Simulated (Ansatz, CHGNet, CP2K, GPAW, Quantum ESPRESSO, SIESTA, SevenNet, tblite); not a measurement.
# GPAW runs on generalised stacking fault on (111) (glide set) of a GaP-AlP solid solution (72 atoms), part 2 of 2

Wanted: GPAW inputs and outputs for generalised stacking fault on (111) (glide set) of a GaP-AlP solid solution (72 atoms), checked against a plane-wave reference.

Program: GPAW 26.7.0; the method stands at each step. Banners, paths, timers and routine set-up lines are dropped from the logs unmarked, and long logs keep their key lines alone; longer cuts are marked.

So far, spacing of highest filled and lowest empty level: step 2 (PBE, LCAO dzp, h 0.2 Å) 0.447; step 4 (PBE, LCAO dzp, h 0.2 Å, other mixer settings) 0.448.

**5. PBE, LCAO szp(dzp), h 0.2 Å**

Method: Kohn-Sham DFT, PBE, PAW, atomic orbitals (szp(dzp)).

The input, run.py:

```python
import numpy as np
from ase.io import read
from gpaw import GPAW, FermiDirac

atoms = read("structure.xyz")
atoms.calc = GPAW(
    mode="lcao",
    basis="szp(dzp)",
    h=0.2,
    xc="PBE",
    kpts={"size": (1, 1, 1), "gamma": True},
    occupations=FermiDirac(0.05),
    maxiter=200,
    symmetry={"point_group": False},
    txt="gpaw.txt",
)
energy = atoms.get_potential_energy(force_consistent=True)
forces = atoms.get_forces()
print(f"energy {energy:.6f} eV")
print("forces (eV/A)")
for i, (a, f) in enumerate(zip(atoms, forces)):
    print(f"{i:4d} {a.symbol:2s} {f[0]:10.5f} {f[1]:10.5f} {f[2]:10.5f}")
print(f"Fermi level {atoms.calc.get_fermi_level():.4f} eV")
for k in range(len(atoms.calc.get_ibz_k_points())):
    for s in range(atoms.calc.get_number_of_spins()):
        e = atoms.calc.get_eigenvalues(kpt=k, spin=s)
        n = np.searchsorted(e, atoms.calc.get_fermi_level())
        print(f"k {k} spin {s} levels about the Fermi level:", np.round(e[max(n - 6, 0):n], 4).tolist(), "|", np.round(e[n:n + 6], 4).tolist())
```

The input, structure.xyz:

```xyz
72
Lattice="6.68331 0.00000 0.00000 0.00000 11.57583 0.00000 1.11391 0.00000 19.10326" Properties=species:S:1:pos:R:3 pbc="T T T"
[... 72 atom lines left out: the same atoms as in the first run ...]
```

Run with:

```console
$ OMP_NUM_THREADS=1 python run.py > output.txt
```

The program printed:

```text
energy -317.591164 eV
forces (eV/A)
   0 Al   -0.08422   -0.79808    1.44252
   1 P    -0.08667    0.24908   -0.27732
   2 Ga   -0.38551   -0.03953    0.50886
   3 P    -0.47181    0.08675   -0.30344
   4 Ga   -0.06251   -0.28413    1.81768
   5 P     0.85423   -0.08658   -0.60981
[...]
69 P    -0.04144   -1.37307   -1.50078
  70 Al   -0.23395   -0.34036    0.26100
  71 P     0.10048    2.37462   -3.14765
Fermi level 5.8877 eV
k 0 spin 0 levels about the Fermi level: [4.1986, 4.2396, 4.242, 4.8701, 4.9413, 5.6226] | [6.1534, 6.3873, 6.4679, 6.5129, 6.5897, 6.7609]
```

gpaw.txt:

```text
Input parameters:
  mode=LCAO(),
  basis={'default': 'szp(dzp)'},
  h=0.2,
  kpts=MonkhorstPack(size=(1, 1, 1), gamma=True),
  maxiter=200,
  occupations=Occupations(name='fermi-dirac', width=0.05, fixmagmom=False),
[... lines left out ...]
  Fermi-Dirac:
[... lines left out ...]
convergence criteria:
- Maximum [total energy] change in last 3 cyles: 0.0005 eV / valence electron
[... lines left out ...]
Converged in 14 steps
[... lines left out ...]
  Free energy:    -317.591164
[... lines left out ...]
Fermi level: 5.888
[... lines left out ...]
|        ... |               |           |
|        176 |         8.485 |     0.000 |
Gap: 0.531 eV
Transition (v -> c):
  (s=0, k=0, n=143, [0.00, 0.00, 0.00]) -> (s=0, k=0, n=144, [0.00, 0.00, 0.00])
No difference between direct/indirect transitions
Force computation time: 26.519  # s
timing:  # [seconds]
  Total:  196.426  # ━━━━━━━━━━━━━━━━━━━━━━━━━━━━━━━━━━━━━━━━━━━━━━━━━━━━━━━━
  Init:     8.557  # ━━╸
  SCF:    161.324  # ━━━━━━━━━━━━━━━━━━━━━━━━━━━━━━━━━━━━━━━━━━━━━━
  Forces:  26.519  # ━━━━━━━╸
```

Wall time 3.3 min (1 thread of Arm Neoverse V1, shared host); peak memory 1.5 GiB.

Against the reference:

```yaml
r_m_s_force_component: 0.6304 eV/Å
r_m_s_difference_of_force_components: 160.1 meV/Å
longest_difference_of_force_vectors: 913.3 meV/Å
force_difference_over_r_m_s_force: 31.56 %
slope_of_forces_against_the_reference_s: 1.222
correlation_of_force_components: 0.9835
spacing_of_highest_filled_and_lowest_empty_level: 0.5308 eV
gap_difference: 0.0831 eV
```

This is a coarse setting, run to see what it loses.

Against the first run (26 %), the force difference from the reference is 32 %, at 0.77 times the CPU time, with 648 basis functions against 936: the smaller basis costs accuracy.

**6. The ladder**

Differences are against the plane-wave reference, forces as r.m.s. over components; share is that over the reference's r.m.s. force, slope the least-squares factor from reference forces to these. Total energies of different programs have different zeros and aren't compared.

| run | Δ force, r.m.s. (meV/Å) | share (%) | slope | Δ gap (eV) | cores | CPU time | memory (GiB) |
| --- | --- | --- | --- | --- | --- | --- | --- |
| reference | - | - | - | - | 4 | 68 s | 1.6 |
| GPAW PBE, LCAO dzp, h 0.2 Å | 131 | 25.9 | 1.170 | -6.0e-4 | 1 | 4.3 min | 1.5 |
| GPAW PBE, LCAO sz(dzp), h 0.2 Å (coarse) | 179 | 35.2 | 1.310 | 0.471 | 1 | 63 s | 1.1 |
| GPAW PBE, LCAO dzp, h 0.2 Å, other mixer settings | 131 | 25.9 | 1.170 | 0 | 1 | 5.8 min | 1.5 |
| GPAW PBE, LCAO szp(dzp), h 0.2 Å (coarse) | 160 | 31.6 | 1.222 | 0.0831 | 1 | 3.3 min | 1.5 |

Rows marked coarse were listed beforehand as settings not expected to be converged; some can still land near the reference.

CPU time is summed over cores on a shared host, where runs went side by side, so it is rough. Symmetry, cutoffs, thresholds, outputs and thread counts weren't matched or tuned between programs; memory under MPI is the largest rank's times the ranks.

Within one program, basis, potentials and functional, energies share a zero. Each run against its twin at the usual cutoff or grid and solver:

| run | twin | Δ energy (meV/atom) | Δ force, r.m.s. (meV/Å) | CPU time over the twin's |
| --- | --- | --- | --- | --- |
| GPAW PBE, LCAO dzp, h 0.2 Å, other mixer settings | LCAO dzp, h 0.2 Å | 1.0e-4 | 1.95 | 1.3 |

**7. Results**

| Quantity | Value |
| --- | --- |
| nearest in forces | a tie at 26 % of 2 runs: GPAW PBE, LCAO dzp, h 0.2 Å; GPAW PBE, LCAO dzp, h 0.2 Å, other mixer settings |

The PBE runs in local orbitals, coarse settings apart, differ by 26 % in each run; basis, grid and potentials can all enter. Runs with settings chosen to be coarse differ by 32 % (GPAW PBE, LCAO szp(dzp), h 0.2 Å) to 35 % (GPAW PBE, LCAO sz(dzp), h 0.2 Å), their programs' other errors included. None of the electronic-structure runs in the table takes under half the reference's CPU time of 68 s; they take 0.92 to 5.1 times as much. GPAW PBE, LCAO sz(dzp), h 0.2 Å stiffens the forces by a factor of 1.31 while following their directions (correlation 0.992); the slopes of the 4 GPAW runs lie between 1.17 and 1.31. At the same functional, gaps differ from the reference's 0.448 eV by between -0.00 and +0.47 eV. These are spacings on the run's k-points, which needn't hold the band edges. The potentials hold different valence shells: 468 electrons in the reference, 288 in GPAW; this bears on time and differences. GPAW's setups keep the filled d shell of Ga in the core. GPAW's Ga setup keeps the 3d shell in the core. The reference's stress is far from hydrostatic: its diagonal is -2.8, 10.0, 1.7 GPa, compression counted positive. The host structure and its lattice constant were typed by rule, without a check against the phase diagram. The reference's pressure of 3.0 GPa belongs to a cell and atoms that aren't relaxed at this level. The electronic-structure runs sample only Γ, in a cell whose shortest periodic width is 7 Å.

[Also dropped from logs without a mark: logging warnings of Python, and SIESTA's first energy breakdown and zero terms.]

[Logs are printed without paths, hosts, clocks, repeated set-up lines and the standing remarks that a program may print on its own settings, such as how far it seeks lower states.]

[Hosts, paths, dates, database ids (printed as entryN), source tags and the programs' standing remarks are cut or masked in the printed files.]
